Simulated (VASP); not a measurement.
**MnO: single point with PBE**

Crystal: MnO.

```
CELL_PARAMETERS angstrom
0.00000 2.42048 2.42048
2.42048 0.00000 2.42048
2.42048 2.42048 0.00000
ATOMIC_POSITIONS crystal
Mn 0.00000 0.00000 0.00000
O 0.25000 0.25000 0.25000
```

Measurements of this composition are mostly on another form, of space group No. 225.

```
Program             : VASP 6.6.1
Task                : single point
Functional          : PBE
Potentials or basis : VASP PAW PBE potentials, release 64 (Mn_pv, O)
Cutoff              : 520 eV
k mesh              : 8 × 8 × 8
Occupations         : gaussian, width 0.05 eV
Spin                : collinear spin, typed start
Starting moments    : [5.0, 0.0] μB
```

* Pressure: -2.4 GPa
* Band gap on the k mesh: none (metal or under the smearing width)
* Net moment: 5.00 μB per cell
* Site moments: Mn +4.43; O +0.19 μB
* Valence electrons inside the program's atomic spheres: Mn 11.35; O 4.98

Levels at points of the mesh, in eV from the Fermi level:
Spin up:
```
           k point  band 9  band 10  band 11  band 12  band 13  band 14  band 15  band 16
(0.00, 0.00, 0.00)   -2.71    -1.39     0.02     0.02     0.02    11.87    11.87    11.87
(0.50, 0.00, 0.00)   -2.55    -2.46    -0.78    -0.78     3.83     5.12    11.37    11.37
(0.50, 0.50, 0.00)   -2.42    -2.02    -1.74    -1.74     3.72     7.62     9.29    11.47
```
Spin down:
| k point | band 5 | band 6 | band 7 | band 8 | band 9 | band 10 |
| --- | --- | --- | --- | --- | --- | --- |
| (0.00, 0.00, 0.00) | -4.44 | -4.44 | -4.44 | 0.02 | 1.61 | 1.61 |
| (0.50, 0.00, 0.00) | -5.74 | -4.27 | -4.27 | 1.45 | 1.76 | 1.76 |
| (0.50, 0.50, 0.00) | -5.75 | -4.18 | -4.18 | 0.36 | 1.68 | 2.07 |

Run time: 28 s on 1 thread of Intel(R) Xeon(R) Platinum 8488C (Sapphire Rapids), on a shared host, peak memory 0.17 GiB.

Caveat: a cell with one magnetic atom can't hold antiferromagnetic order, which such compounds often take; semilocal functionals often make such compounds metallic where correlation or magnetic order opens a gap, which also shifts bond lengths. With open d or f shells a metallic result of PBE can be an artefact of self-interaction; +U or a hybrid may open a gap.
